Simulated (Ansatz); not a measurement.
# O (P6_3/mmc) in Ansatz: convergence with ecutfock ratio

Aim: find how far ecutfock ratio must go before the results for O settle, at HSE06. This setting moves, with any that are tied to it; all else stays.

All numbers are computed with Ansatz 0.2.0; they aren't measurements. Logs are shortened: lines on timing, memory, paths and dates and some standing lists are left out, and cuts for length are marked.

**1. The structure**

It takes space group P6_3/mmc (No. 194, hexagonal). The conventional cell has a = 2.458 Å, b = 2.458 Å, c = 7.807 Å, α = 90.00°, β = 90.00°, γ = 120.00°. O (site symmetry 3m) has 1 O at 1.22 Å as nearest neighbours.

**2. With ecutfock ratio 1**

File input.yaml:

```yaml
crystal:
  lattice:
    - [2.4581945932, 0.0, 0.0]
    - [-1.2290972966, 2.1288589651, 0.0]
    - [0.0, 0.0, 7.80732624]
  atoms:
    - { symbol: O, position: [0.3333333333, 0.6666666667, 0.17189669] }
    - { symbol: O, position: [0.6666666667, 0.3333333333, 0.82810331] }
    - { symbol: O, position: [0.6666666667, 0.3333333333, 0.67189669] }
    - { symbol: O, position: [0.3333333333, 0.6666666667, 0.32810331] }
hamiltonian:
  xc: hse06
  pseudopotentials: { kind: paw }
kpoints:
  mp_grid: { grid: [6, 6, 2] }
scf:
  occupations: { method: gaussian, width: 0.1 }
  exx: { ecutfock_ratio: 1 }
output:
  forces: true
  stress: true
  eigenvalues: true
```

Potentials or basis: Ansatz PAW.

Launch:

```
$ ansatz run input.yaml --threads 2 --pin off --max-ram 5632MiB --backend cpu --events-out ev --progress --plain --runs-dir out
```

Output:

```text
Warning: output.stress: scf.convergence.dr2_threshold = 1e-7 eV (the SCF's general default) is looser than the 4e-10 eV advised for a printed stress (1e-10 eV for each atom of the cell: 4). What an SCF threshold leaves in a stress goes as its square root, and in the free energy as the threshold itself, and one threshold admits the most on a small cell: of the crystals measured, under no hybrid functional and no lock of the moments, on runs that ended without the residual-converged pass, on stresses that held no estimate of that error, the worst erred by over 100 MPa in a component at 1e-7 eV an atom and by under 5 at 1e-10. Set scf.convergence.dr2_threshold to 4e-10 eV or tighter. The threshold is an SCF's pass mark: one that does not reach it within its budget of iterations ends unconverged, or closes short of it on a stop that the run arms, and scf.convergence.dr2_threshold's page says what that costs each kind of run
Warning: output.stress: scf.exx.energy_threshold = 1e-6 eV is looser than the 4e-8 eV advised for a stress under a hybrid functional (1e-8 eV for each atom of the cell: 4). Every SCF of the exchange loop can meet its threshold on dr2 while the loop round them stops early: no threshold on dr2 bounds what that leaves in the stress. Set scf.exx.energy_threshold to 4e-8 eV or tighter. The threshold is the loop's pass mark: a loop that does not reach it within its budget of cycles ends unconverged, and scf.exx.energy_threshold's page has the law
settings of this run that can trade accuracy for cost: scf.exx.ecutfock_ratio: 1 (norm-conserving) | under the files' recommended ratio and basis.ecutrho_ratio (paw). Do not mix this run's numbers with those of runs without the same settings; the input reference describes each key
Warning: RAYON_NUM_THREADS=2 ignored (pool sized by the plan → 2); use --threads N
Engine: ansatz 0.2.0, aarch64-unknown-linux-gnu
Pseudopotentials: kind: paw
Pseudopotential: O, paw, valence charge 6, recommended cutoff 420 eV (normal), O.paw.azcp
Functional definition: HSE06
  parameter a = 0.25
  parameter omega = 0.11/bohr
  exchange = pbe_x - a*pbe_x_sr(omega) + a*exact_x_sr(omega)
  correlation = pbe_c
Crystal: 4 atoms, lattice volume = 40.857 Å³
Basis set: ecut = 420 eV, 765 PW (Γ), exchange–correlation on 36×36×108 points (8 copies of the dense FFT grid, shifted against one another)
Bands: 16, of which v1, the nominal top of the filled ones, is band 12 counted from 1 (11 counted from 0)
Symmetry: 24 space group operations
Space group: P63/mmc (ITA 194), of the structure as read, at distance tolerance 3.4e-5 Å
k-points: 14 of 72
Non-local potential: O, projectors of the file, l = 0: 2, l = 1: 2, l = 2: 1
PAW form: soft (Blöchl's): semilocal exchange-correlation on the pseudo side does not see the compensation charge
PAW frozen core: O, regenerated for the run's functional, and the local potential with it (the file was generated under x = pbe(κ = 0.804, μ = 0.2195149727645171), c = pbe(β = 0.06672455060314922))
PAW one-centre angular grid: O, 110 points (default); XC on 96 Gauss nodes
Initial density: superposition of atomic densities (neutral atoms: chi_scale 0, normalization atom), corrected by the library's trained network
Initial wavefunctions: pseudopotential atomic-orbital guess
Functional: x = pbe(κ = 0.804, μ = 0.2195149727645171), c = pbe(β = 0.06672455060314922), warm-up for x = pbe(κ = 0.804, μ = 0.2195149727645171) + 0.25 (exact − pbe) at short range (hse, ω = 0.20786987370883472 Å⁻¹), c = pbe(β = 0.06672455060314922); HSE06 as pw.x's `hse` composes it (authors' and Libxc's form: `xc: wpbeh`)
SCF iter   1: F=—  HF=-2259.355741 eV  |F-HF|=—  |Δ(HF+E_count)|=         —  Δρ=7.41e-3  dr2=1.16e-2  ethr=1.77e-3  ⟨swp⟩=5.1  Hψ=939  notcnv=0
preconditioner: auto → none  [metal: Δε(μ)=0.077 eV  Ē_g=15.597 eV  σ=0.100 eV  W_gap=0.40  n_scr=6 (ndim 8)  ℏωp=28.5 eV  f_vac=0.079  D(μ)=5.71/eV (n_scr^D=78)  sad-step TF]
SCF iter   2: F=—  HF=-2259.355950 eV  |F-HF|=—  |Δ(HF+E_count)|=   2.08e-4  Δρ=3.49e-3  dr2=3.02e-3  ethr=4.83e-5  ⟨swp⟩=2.3  Hψ=408  notcnv=0
iter 3 solved again at ethr=3.37e-7 eV; its pass at ethr=1.26e-5 eV (dr2=8.08e-5 eV) is discarded
SCF iter   3: F=—  HF=-2259.357452 eV  |F-HF|=—  |Δ(HF+E_count)|=   1.50e-3  Δρ=5.69e-4  dr2=8.30e-5  ethr=3.37e-7  ⟨swp⟩=2.1  Hψ=960  notcnv=0
[... 27 lines left out ...]
SCF iter   2: F=—  HF=-2255.884112 eV  |F-HF|=—  |Δ(HF+E_count)|=   1.23e-7  Δρ=2.30e-5  dr2=4.76e-8  ethr=3.24e-9  ⟨swp⟩=3.2  Hψ=533  notcnv=0  defer=1
SCF iter   3: F=-2255.884112 eV  HF=-2255.884112 eV  |F-HF|=2.99e-10  |Δ(HF+E_count)|=   4.50e-8  Δρ=8.86e-6  dr2=9.64e-9  ethr=1.90e-10  ⟨swp⟩=3.2  Hψ=546  notcnv=0  defer=2
SCF 3 converged in 3 iterations: F = -2255.884112 eV  dr2 = 9.64e-9
  Residual-converged pass: ⟨swp⟩=3.6  Hψ=580  notcnv=0  max |occ|·‖R‖ = 3.7e-7 eV (tolerance 4.0e-7 eV)  dr2=9.66e-9  dr2_onsite=1.06e-9  max |Δocc| = 1.8e-12
hybrid outer 2: dexx = +3.262e-7 eV, tail = 3.20e-8 eV, Δε = 3.09e-3 eV (about 1.20e-4 eV left of the loop's levels), ΔF = 5.43e-3 eV/Å (tail 5.82e-4)
hybrid SCF converged: 2 outer / 9 inner (+7 warm-up), last move |dexx| = 3.26e-7 eV, tail = 3.20e-8 eV
Stability not checked: this state was not tested for a lower state beside it, because the functional holds exact exchange (a hybrid, or Hartree-Fock), whose exchange loop this test does not read (fock_operator; see scf.lower_state_search)
Free energy (F): -2255.884112 eV
Frozen-core exchange: fock
Harris-Foulkes:  -2255.884112 eV  (|F-HF|=2.99e-10)
Internal energy: -2255.862091 eV  (E = F + TS)
E sigma→0 (E₀):  -2255.873102 eV
Entropy (-TS):   -0.022021 eV (-5.505 meV/atom)
Fermi energy:    3.444094 eV
--- Per-component energies (eV) ---
  E_band       = -215.236155
  E_kinetic    = 686.196121
  E_local      = -1637.725993  (includes V_loc(G=0)·N_el)
  E_nonlocal   = 187.923471
  E_hartree    = 547.693520
  E_xc         = -231.059075
  E_vxc        = -291.911466  (∫ρ·V_xc dr)
  E_exx        = -71.876136  (= α·E_x^exact, valence–valence)
  E_paw        = -608.461445  (= ΣΔE_a)
  E_vpaw       = -111.358536  (= ΣTr[D̂ρ^β])
  E_aug_tail   = 0.008905  (compensation charges beyond the density's cutoff)
  E_ewald      = -1128.454819
  E_core_change = -0.106639  (= ΣΔE_core)
  E_smearing   = -0.022021  (= −TS)
  E_closure    = 0.000000  (closes the sum)
  Σ components = -2255.884112   (vs F -2255.884112, Δ=4.55e-13)
--- Forces (eV/Å), atoms counted from 1 ---
  atom   1  O     -0.00000000    -0.00000000     2.52637248
  atom   2  O      0.00000000     0.00000000    -2.52637248
  atom   3  O      0.00000000     0.00000000     2.52637248
  atom   4  O     -0.00000000    -0.00000000    -2.52637248
  max |Σ_I F_I| component: 2.89e-19 eV/Å
--- Stress (GPa, compression-positive) ---
        0.516815       0.000000      -0.000000
        0.000000       0.516815       0.000000
       -0.000000       0.000000     -22.456651
  P = ⅓ Tr σ = -7.1410 GPa (-71.410 kbar)
--- Band table (eV; the first three rows and the last of 14) ---
  k-point 0: bands = ["-27.2886", "-27.2430", "-14.8981", "-14.2848", "-7.2461", "-5.9222", "-2.7368", "-2.7368", "-2.7136", "-2.7136", "5.2049", "5.2049", "5.2629", "5.2629", "10.4433", "14.8576"]
  k-point 1: bands = ["-27.2660", "-27.2660", "-14.6093", "-14.6093", "-6.5841", "-6.5841", "-2.7253", "-2.7253", "-2.7253", "-2.7253", "5.2331", "5.2331", "5.2331", "5.2331", "11.9731", "11.9731"]
  k-point 2: bands = ["-27.0054", "-26.9654", "-14.4894", "-13.9340", "-7.0822", "-5.9389", "-3.8837", "-3.8408", "-3.0159", "-2.9772", "3.8962", "3.9911", "4.9294", "5.0362", "11.1341", "15.3900"]
  k-point 13: bands = ["-25.8755", "-25.8755", "-12.5776", "-12.5776", "-6.3501", "-6.3501", "-6.3484", "-6.3484", "-5.0558", "-5.0558", "1.7198", "1.7198", "1.7293", "1.7293", "14.9001", "14.9001"]
settings of this run that can trade accuracy for cost: scf.exx.ecutfock_ratio: 1 (norm-conserving) | under the files' recommended ratio and basis.ecutrho_ratio (paw). Do not mix this run's numbers with those of runs without the same settings; the input reference describes each key
```

Wall time 5.7 s (2 threads of Arm Neoverse V2, shared host); peak memory 0.48 GiB.

Results:

- Free energy: -2255.8841 eV
- Pressure: -7.1 GPa
- Largest force: 2.526 eV/Å
- Band gap on the k mesh: none (metal or under the smearing width)

**3. With ecutfock ratio 2**

input.yaml: that of step 2 with these lines changed.

```diff
@@ -17,3 +17,3 @@
   occupations: { method: gaussian, width: 0.1 }
-  exx: { ecutfock_ratio: 1 }
+  exx: { ecutfock_ratio: 2 }
 output:
```

Potentials or basis: Ansatz PAW.

Launch:

```
$ ansatz run input.yaml --threads 2 --pin off --max-ram 5632MiB --backend cpu --events-out ev --progress --plain --runs-dir out
```

Run time: 6 s. Hardware: 2 threads of Arm Neoverse V2, shared host; peak memory 0.49 GiB.

What came out:

```
Free energy            : -2256.0142 eV
Pressure               : -7.2 GPa
Largest force          : 2.544 eV/Å
Band gap on the k mesh : none (metal or under the smearing width)
```

**4. With ecutfock ratio 3**

input.yaml: that of step 3 with these lines changed.

```diff
@@ -17,3 +17,3 @@
   occupations: { method: gaussian, width: 0.1 }
-  exx: { ecutfock_ratio: 2 }
+  exx: { ecutfock_ratio: 3 }
 output:
```

Launch:

```
$ ansatz run input.yaml --threads 2 --pin off --max-ram 5632MiB --backend cpu --events-out ev --progress --plain --runs-dir out
```

Run time: 6.3 s. Hardware: 2 threads of Arm Neoverse V2, shared host; peak memory 0.51 GiB.

It converged, with:

* Free energy: -2256.0158 eV
* Pressure: -7.2 GPa
* Largest force: 2.543 eV/Å
* Band gap on the k mesh: none (metal or under the smearing width)

**5. With ecutfock ratio 4**

input.yaml: that of step 4 with these lines changed.

```diff
@@ -17,3 +17,3 @@
   occupations: { method: gaussian, width: 0.1 }
-  exx: { ecutfock_ratio: 3 }
+  exx: { ecutfock_ratio: 4 }
 output:
```

Launch:

```
$ ansatz run input.yaml --threads 2 --pin off --max-ram 5632MiB --backend cpu --events-out ev --progress --plain --runs-dir out
```

Wall time 6.2 s (2 threads of Arm Neoverse V2, shared host); peak memory 0.52 GiB.

The run converged. Its results:

```
Free energy            : -2256.0158 eV
Pressure               : -7.2 GPa
Largest force          : 2.543 eV/Å
Band gap on the k mesh : none (metal or under the smearing width)
```

**6. Summary**

| ecutfock ratio | energy less the tightest run, at zero smearing (meV/atom) | pressure (GPa) | largest force (eV/Å) | SCF cycles | CPU time (s) | peak memory (GiB) |
| --- | --- | --- | --- | --- | --- | --- |
| 1 | 32.92 | -7.14 | 2.526 | 16 | 10 | 0.48 |
| 2 | 0.40 | -7.21 | 2.544 | 17 | 11 | 0.49 |
| 3 | 0.00 | -7.21 | 2.543 | 17 | 12 | 0.51 |
| 4 | 0.00 | -7.21 | 2.543 | 17 | 11 | 0.52 |

Against the tightest run, the energy stays within 1 meV/atom from 2 on; the pressure stays within 0.1 GPa from 1 on; the largest force stays within 0.005 eV/Å from 2 on. The tightest run that finished is the yardstick and may itself not be fully converged.

Caveats: all runs use coarse meshes; spin is off for a triplet molecule; the PAW data sets come from PBE, with cores solved anew for the run's functional, which leaves a small shift of forces and pressure; forces of over 1 eV/Å show positions far from the minimum, so gaps and moduli don't describe the material at rest; the thresholds are loose for stress.
